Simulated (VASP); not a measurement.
# TiO2 (P4_2/mnm) in VASP: relaxation of cell and atoms with PBE

Aim: the relaxation of cell and atoms of TiO2 with PBE.

Everything below comes from runs of VASP 6.6.1. Logs are shortened: lines on timing, memory, paths and dates and some standing lists are left out, and cuts for length are marked.

**1. The structure**

Symmetry: P4_2/mnm, No. 136, tetragonal system. Conventional cell: a = 4.592 Å, b = 4.592 Å, c = 2.957 Å, α = 90.00°, β = 90.00°, γ = 90.00°. Ti (site symmetry mmm) is surrounded by 6 O at 1.95 to 1.98 Å. O (site symmetry m2m) is surrounded by 3 Ti at 1.95 to 1.98 Å.

**2. Relaxation of cell and atoms, PBE**

INCAR reads:

```
SYSTEM = TiO2
  ALGO = Normal
  EDIFF = 1E-7
  EDIFFG = -0.004
  ENCUT = 600
  GGA = PE
  IBRION = 2
  ISIF = 3
  ISMEAR = 0
  LASPH = .True.
  LCHARG = .False.
  LREAL = .False.
  LWAVE = .False.
  NELM = 80
  NSW = 80
  PREC = Accurate
  SIGMA = 0.02
```

KPOINTS reads:

```
k-points
0
Gamma
  6 6 10
  0 0 0
```

POSCAR reads:

```
TiO2
1.0
    4.5922000000      0.0000000000      0.0000000000
    0.0000000000      4.5922000000      0.0000000000
    0.0000000000      0.0000000000      2.9574000000
Ti O
2 4
Direct
    0.0000000000      0.0000000000      0.0000000000
    0.5000000000      0.5000000000      0.5000000000
    0.3049600000      0.3049600000      0.0000000000
    0.1950400000      0.8049600000      0.5000000000
    0.6950400000      0.6950400000      0.0000000000
    0.8049600000      0.1950400000      0.5000000000
```

Potentials or basis: VASP PAW PBE potentials, release 64 (Ti_sv, O).

Command:

```console
> cat potpaw_PBE.64/Ti_sv/POTCAR potpaw_PBE.64/O/POTCAR > POTCAR
> mpirun -np 1 vasp_std > vasp.out
```

OUTCAR:

```text
SYSTEM = TiO2
   EDIFF = 1E-7
   EDIFFG = -0.004
   ENCUT = 600
   GGA = PE
   IBRION = 2
   ISIF = 3
   ISMEAR = 0
   LASPH = .True.
   LREAL = .False.
   NELM = 80
   NSW = 80
   PREC = Accurate

 ion  position               nearest neighbor table
   1  0.000  0.000  0.000-   4 1.95   6 1.95   4 1.95   6 1.95   5 1.98   3 1.98
   2  0.500  0.500  0.500-   3 1.95   5 1.95   3 1.95   5 1.95   4 1.98   6 1.98
   3  0.305  0.305  0.000-   2 1.95   2 1.95   1 1.98
   4  0.195  0.805  0.500-   1 1.95   1 1.95   2 1.98
   5  0.695  0.695  0.000-   2 1.95   2 1.95   1 1.98
   6  0.805  0.195  0.500-   1 1.95   1 1.95   2 1.98

  LATTYP: Found a simple tetragonal cell.
 ALAT       =     4.5922000000
 C/A-ratio  =     0.6440050520

  Lattice vectors:

 A1 = (   4.5922000000,   0.0000000000,   0.0000000000)
 A2 = (   0.0000000000,   4.5922000000,   0.0000000000)
 A3 = (   0.0000000000,   0.0000000000,   2.9574000000)

Analysis of symmetry for initial positions (statically):
=====================================================================
 Subroutine PRICEL returns:
 Original cell was already a primitive cell.

 Routine SETGRP: Setting up the symmetry group for a
 simple tetragonal supercell.

 Subroutine GETGRP returns: Found 16 space group operations
 (whereof  8 operations were pure point group operations)
 out of a pool of 16 trial point group operations.

The static configuration has the point symmetry D_2h.
 The point group associated with its full space group is D_4h.

Analysis of symmetry for dynamics (positions and initial velocities):
=====================================================================
 Subroutine PRICEL returns:
 Original cell was already a primitive cell.

 Routine SETGRP: Setting up the symmetry group for a
 simple tetragonal supercell.

 Subroutine GETGRP returns: Found 16 space group operations
 (whereof  8 operations were pure point group operations)
 out of a pool of 16 trial point group operations.

The dynamic configuration has the point symmetry D_2h.
 The point group associated with its full space group is D_4h.

 Subroutine INISYM returns: Found 16 space group operations
 (whereof  8 operations are pure point group operations),
 and found     1 'primitive' translations

----------------------------------------------------------------------------------------

                                     Primitive cell

  volume of cell :      62.3665

  direct lattice vectors                    reciprocal lattice vectors
     4.592200000  0.000000000  0.000000000     0.217760550  0.000000000  0.000000000
     0.000000000  4.592200000  0.000000000     0.000000000  0.217760550  0.000000000
     0.000000000  0.000000000  2.957400000     0.000000000  0.000000000  0.338134848

  length of vectors
     4.592200000  4.592200000  2.957400000     0.217760550  0.217760550  0.338134848

  position of ions in fractional coordinates (direct lattice)
     0.000000000  0.000000000  0.000000000
     0.500000000  0.500000000  0.500000000
     0.304960000  0.304960000  0.000000000
     0.195040000  0.804960000  0.500000000
     0.695040000  0.695040000  0.000000000
     0.804960000  0.195040000  0.500000000

  ion indices of the primitive-cell ions
   primitive index   ion index
                 1           1
                 2           2
                 3           3
                 4           4
                 5           5
                 6           6

----------------------------------------------------------------------------------------

 KPOINTS: k-points

Automatic generation of k-mesh.
 Grid dimensions read from file:
 generate k-points for:    6    6   10

 Generating k-lattice:

  Cartesian coordinates                     Fractional coordinates (reciprocal lattice)
     0.036293425  0.000000000  0.000000000     0.166666667  0.000000000  0.000000000
     0.000000000  0.036293425  0.000000000     0.000000000  0.166666667  0.000000000
     0.000000000  0.000000000  0.033813485     0.000000000  0.000000000  0.100000000

  Length of vectors
     0.036293425  0.036293425  0.033813485

  Shift w.r.t. Gamma in fractional coordinates (k-lattice)
     0.000000000  0.000000000  0.000000000

 Subroutine IBZKPT returns following result:
 ===========================================

 Found     60 irreducible k-points:

 Following reciprocal coordinates:
            Coordinates               Weight
  0.000000  0.000000  0.000000      1.000000
  0.166667  0.000000  0.000000      4.000000
  0.333333  0.000000  0.000000      4.000000
  0.500000  0.000000  0.000000      2.000000
  0.166667  0.166667  0.000000      4.000000
  0.333333  0.166667  0.000000      8.000000
[... 16 lines left out ...]
  0.333333  0.000000  0.200000      8.000000
  0.500000  0.000000  0.200000      4.000000
 [... further k-points ...]
   k-points           NKPTS =     60   k-points in BZ     NKDIM =     60   number of bands    NBANDS=     28
   number of dos      NEDOS =    301   number of ions     NIONS =      6
   total plane-waves  NPLWV =  38400
   dimension x,y,z NGX =    40 NGY =   40 NGZ =   24
   dimension x,y,z NGXF=    80 NGYF=   80 NGZF=   48
   ions per type =               2   4
   NGX,Y,Z   is equivalent  to a cutoff of  14.48, 14.48, 13.49 a.u.
   NGXF,Y,Z  is equivalent  to a cutoff of  28.96, 28.96, 26.98 a.u.
 SYSTEM =  TiO2
   PREC   = accura    normal or accurate (medium, high low for compatibility)
   ISTART =      0    job   : 0-new  1-cont  2-samecut
   ICHARG =      2    charge: 1-file 2-atom 10-const
   ISPIN  =      1    spin polarized calculation?
   LNONCOLLINEAR =      F non collinear calculations
   LSORBIT =      F    spin-orbit coupling
   LASPH  =      T    aspherical Exc in radial PAW
   ENCUT  =  600.0 eV  44.10 Ry    6.64 a.u.   9.17  9.17  5.91*2*pi/ulx,y,z
   NELM   =     80;   NELMIN=  2; NELMDL= -5     # of ELM steps
   EDIFF  = 0.1E-06   stopping-criterion for ELM
   LREAL  =      F    real-space projection
   EDIFFG = -.4E-02   stopping-criterion for IOM
   NSW    =     80    number of steps for IOM
   IBRION =      2    ionic relax: 0-MD 1-quasi-New 2-CG
   NFREE  =      1    steps in history (QN), initial steepest desc. (CG)
   ISIF   =      3    stress and relaxation
   ISYM   =      2    0-nonsym 1-usesym 2-fastsym
   POTIM  = 0.5000    time-step for ionic-motion
   TEBEG  =    0.0;   TEEND  =   0.0 temperature during run
   PSTRESS=    0.0 pullay stress
   NELECT =      48.0000    total number of electrons
   NUPDOWN=      -1.0000    fix difference up-down
   EMIN   =  10.00;   EMAX   =-10.00  energy-range for DOS
   EFERMI =   0.00;   METHOD = LEGACY
   ISMEAR =     0;   SIGMA  =   0.02  broadening in eV -4-tet -1-fermi 0-gaus
   EFERMI_NEDOS =   21; number of points for ismear=-14 and -15
   IALGO  =     38    algorithm
   IMIX   =      4    mixing-type and parameters
     AMIX     =   0.40;   BMIX     =  1.00
     AMIX_MAG =   1.60;   BMIX_MAG =  1.00
  volume/ion in A,a.u.               =      10.39        70.15
  Fermi-wavevector in a.u.,A,eV,Ry     =   1.500277  2.835112 30.624403  2.250830
  Thomas-Fermi vector in A             =   2.611798
   LORBIT       =      0    0 simple, 1 ext, 2 COOP (PROOUT), +10 PAW based schemes
   GGA     = PE    functional components
   LHFCALC =     F    Hartree Fock is set to
   AEXX    =    0.0000 exact exchange contribution
   IVDW    =     0    specifies the selected vdW correction
   LEPSILON=     F    determine dielectric tensor
   LRPA    =     F    only Hartree local field effects (RPA)
 conjugate gradient relaxation of ions
 non-spin polarized calculation
 Gauss-broadening in eV      SIGMA  =   0.02
  energy-cutoff  :      600.00
  volume of cell :       62.37
 maximum number of plane-waves:      2102
 NGX is ok and might be reduce to    40
   NGX = 19   NGY = 19   NGZ = 11

--------------------------------------- Ionic step        1  -------------------------------------------

 number of electron      47.9999989 magnetization

 Free energy of the ion-electron system (eV)
  ---------------------------------------------------
  ext. energy  EPLUGINS =         0.00000000
  ---------------------------------------------------
  free energy    TOTEN  =       -53.65089284 eV

  energy without entropy =      -53.65089284  energy(sigma->0) =      -53.65089284

------------------------ aborting loop because EDIFF is reached ----------------------------------------

  FORCE on cell =-STRESS in cart. coord.  units (eV):
  Direction    XX          YY          ZZ          XY          YZ          ZX
  --------------------------------------------------------------------------------------
  -------------------------------------------------------------------------------------
  Total        2.3366261      2.3366261      2.1383799      0.0000000      0.0000000      0.0000000
  in kB       60.0272087     60.0272087     54.9343240      0.0000000      0.0000000      0.0000000
  external PRESSURE =      58.3295805 kB  Pullay stress =       0.0000000 kB
[... 265 lines left out ...]
  energy  without entropy=      -53.6806296517  energy(sigma->0) =      -53.68062965

--------------------------------------- Ionic step        8  -------------------------------------------

 number of electron      47.9999980 magnetization

 Free energy of the ion-electron system (eV)
  ---------------------------------------------------
  ext. energy  EPLUGINS =         0.00000000
  ---------------------------------------------------
  free energy    TOTEN  =       -53.68064305 eV

  energy without entropy =      -53.68064305  energy(sigma->0) =      -53.68064305

 E-fermi :   4.7742     XC(G=0): -11.2763

 val. band max:        4.5640016159   @ k =   0.0000   0.0000   0.0000
 cond. band min:       6.3874659616   @ k =   0.0000   0.0000   0.0000
 fundamental gap:      1.8234643457
 Fermi energy:         4.7741864531

 k-point     1 :       0.0000    0.0000    0.0000
  band No.  band energies     occupation
      1     -52.4084      2.00000
      2     -52.3937      2.00000
      3     -28.6935      2.00000
      4     -28.6935      2.00000
      5     -28.5450      2.00000
      6     -28.5450      2.00000
[... 733 lines left out ...]
     27       7.6194      0.00000
     28       7.6194      0.00000

 [... further k-points ...]
[... 5 lines left out ...]
  --------------------------------------------------------------------------------------
  -------------------------------------------------------------------------------------
  Total       -0.0061628     -0.0061628      0.0026936     -0.0000000      0.0000000      0.0000000
  in kB       -0.1542541     -0.1542541      0.0674194     -0.0000000      0.0000000      0.0000000
  external PRESSURE =      -0.0803629 kB  Pullay stress =       0.0000000 kB
[... 21 lines left out ...]
  FREE ENERGIE OF THE ION-ELECTRON SYSTEM (eV)
  ---------------------------------------------------
  free  energy   TOTEN  =       -53.6806430546 eV

  energy  without entropy=      -53.6806430546  energy(sigma->0) =      -53.68064305

 reached required accuracy - stopping structural energy minimisation
```

Run time: 11 min. Hardware: 1 thread of Intel Xeon Platinum 8259CL at 2.50GHz (Skylake/Cascade Lake), shared host; peak memory 0.27 GiB.

What came out:

| Quantity | Value |
| --- | --- |
| Free energy | -53.6806 eV |
| Relaxed volume | 10.67 Å³/atom |
| Relaxed cell | a = 4.645 Å, b = 4.645 Å, c = 2.967 Å, α = 90.00°, β = 90.00°, γ = 90.00° |
| Space group after relaxing (to 0.05 Å) | P4_2/mnm (No. 136) |
| Energy gained by relaxing | 5.0 meV/atom |
| Ionic steps | 8 |
| Pressure after relaxing | 0.0 GPa |
| Band gap on the k mesh | 1.82 eV, direct |

Forces in eV/Å, atoms in the order of the input:
```
Ti   0.000  0.000  0.000
Ti   0.000  0.000  0.000
O    0.002  0.002  0.000
O   -0.002  0.002  0.000
O   -0.002 -0.002  0.000
O    0.002 -0.002  0.000
```

Step by step:
```tsv
step	energy change (eV)	largest force (eV/Å)	pressure (GPa)	volume (Å³)
1	0.0000	0.1241	5.83	62.37
2	0.0143	0.2347	-6.47	65.84
3	-0.0277	0.0461	-0.02	63.89
4	-0.0277	0.0429	0.08	63.86
5	-0.0295	0.0151	0.09	63.94
6	-0.0297	0.0018	0.10	63.98
7	-0.0297	0.0042	-0.11	64.05
8	-0.0298	0.0026	-0.01	64.01
```

Final structure:
```cif
data_structure
_symmetry_space_group_name_H-M 'P 1'
_symmetry_Int_Tables_number 1
_cell_length_a 4.6450
_cell_length_b 4.6450
_cell_length_c 2.9668
_cell_angle_alpha 90.000
_cell_angle_beta 90.000
_cell_angle_gamma 90.000
_cell_volume 64.01
loop_
_atom_site_label
_atom_site_type_symbol
_atom_site_fract_x
_atom_site_fract_y
_atom_site_fract_z
_atom_site_occupancy
Ti1 Ti 0.00000 0.00000 0.00000 1
Ti2 Ti 0.50000 0.50000 0.50000 1
O1 O 0.30496 0.30496 0.00000 1
O2 O 0.19504 0.80496 0.50000 1
O3 O 0.69504 0.69504 0.00000 1
O4 O 0.80496 0.19504 0.50000 1
```

Levels at points of the mesh, in eV from the valence-band top:
| k point | band 22 | band 23 | band 24 | band 25 | band 26 | band 27 |
| --- | --- | --- | --- | --- | --- | --- |
| (0.00, 0.00, 0.00) | -0.43 | -0.43 | 0.00 | 1.82 | 2.10 | 2.37 |
| (0.50, 0.00, 0.00) | -1.56 | -0.71 | -0.71 | 2.47 | 2.47 | 2.93 |
| (0.50, 0.50, 0.00) | -1.25 | -1.04 | -1.04 | 1.86 | 1.86 | 2.47 |
| (0.00, 0.00, 0.50) | -2.23 | -1.40 | -1.40 | 2.87 | 2.87 | 3.13 |
| (0.50, 0.00, 0.50) | -1.98 | -0.99 | -0.99 | 1.87 | 1.87 | 3.14 |
| (0.50, 0.50, 0.50) | -1.21 | -0.67 | -0.67 | 2.52 | 2.52 | 3.13 |
